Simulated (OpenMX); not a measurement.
The system is Zr.

```
CELL_PARAMETERS angstrom
3.23200 0.00000 0.00000
-1.61600 2.79899 0.00000
0.00000 0.00000 5.14700
ATOMIC_POSITIONS crystal
Zr 0.66667 0.33333 0.75000
Zr 0.33333 0.66667 0.25000
```

```yaml
Program: OpenMX 3.8.5
Task: single point
Functional: PBE
Potentials_or_basis: OpenMX 2013 PBE set, Zr7.0-s3p2d2, grid cutoff 400 Ry
k_mesh: 9 × 9 × 5
Occupations: fermi-dirac, width 0.05 eV
Spin: no spin polarisation
```

On this cell: pressure 1.4 GPa; largest force 0.007 eV/Å; band gap on the k mesh none (metal or under the smearing width).

The same run follows on a disturbed copy (atoms moved at random, drawn with an rms of 0.05 Å):

```
Zr
1.0
     3.23200    0.00000    0.00000
    -1.61600    2.79899    0.00000
     0.00000    0.00000    5.14700
Zr
2
Direct
  0.66214 0.33864 0.74918
  0.34713 0.68258 0.24458
```

Task: What changes?

Result: The energy (extrapolated to zero smearing) moves by +1.2 meV/atom; pressure 1.4 GPa; largest force 0.128 eV/Å; band gap on the k mesh none (metal or under the smearing width).

Forces in eV/Å, atoms in the order of the input:
```
Zr   0.036  0.023 -0.120
Zr  -0.038 -0.022  0.118
```

Caveats: the basis of atomic orbitals isn't converged, which shifts pressures, moduli and gaps.
